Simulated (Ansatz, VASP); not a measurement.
# Two plane-wave programs on Sb

File INCAR:

```
SYSTEM = Sb
ALGO = Normal ; EDIFF = 1E-7
ENCUT = 520 ; GGA = PE
ISIF = 2 ; ISMEAR = -1
LASPH = .TRUE. ; LCHARG = .TRUE.
LELF = .TRUE. ; LREAL = .FALSE.
LVHAR = .TRUE. ; LWAVE = .FALSE.
NBANDS = 12 ; NELM = 60
PREC = Accurate ; SIGMA = 0.05
```

File KPOINTS:

```
k-points
0
G
  9 6 6
  0 0 0
```

The input POSCAR:

```
Sb
1.0
    3.1224020000      0.0000000000      0.0000000000
    0.0000000000      4.3475180000      0.0000000000
   -0.0389150000      0.0000000000      4.4058520000
Sb
2
Direct
    0.0113890000      0.2500000000      0.2411660000
    0.9886110000      0.7500000000      0.7588340000
```

Contents of input.yaml:

```yaml
crystal:
  lattice:
    - [3.122402, 0.0, 0.0]
    - [0.0, 4.347518, 0.0]
    - [-0.038915, 0.0, 4.405852]
  atoms:
    - { symbol: Sb, position: [0.011389, 0.25, 0.241166] }
    - { symbol: Sb, position: [0.988611, 0.75, 0.758834] }
hamiltonian:
  xc: pbe
  pseudopotentials: { kind: paw }
kpoints:
  mp_grid: { grid: [9, 6, 6] }
scf:
  occupations: { method: fermi_dirac, width: 0.05 }
output:
  forces: true
  stress: true
  eigenvalues: true
```

This isn't the form of Sb at room conditions, which is rhombohedral.

Alike in both runs: task single point; functional PBE; k mesh 9 × 6 × 6; occupations fermi-dirac, width 0.05 eV; no spin polarisation.

```csv
,VASP,Ansatz
version,VASP 6.6.1,Ansatz 0.2.0
potentials or method,"VASP PAW PBE potentials, release 64 (Sb)",Ansatz PAW
plane-wave cutoff (eV),520,420
valence electrons in the cell,10,30
```

VASP gave:

```
gap on the k mesh at the Fermi level (eV)       : none
pressure (GPa)                                  : 0.4
largest component of the traceless stress (GPa) : 0.27
rms of the force components (eV/Å)              : 0.035
```

Which values does Ansatz return?

gap on the k mesh at the Fermi level (eV): none; pressure (GPa): 0.4; largest component of the traceless stress (GPa): 0.28; rms of the force components (eV/Å): 0.032.

Atom by atom the forces differ by 0.004 eV/Å (rms over components). A gap of «none» marks a metal or a gap that the smearing closes. The functional is the same, so the differences come from potentials, cutoffs and numerics. The two sets of potentials don't hold the same shells in valence.

Spin-orbit coupling is left out, which matters for the levels of Sb.
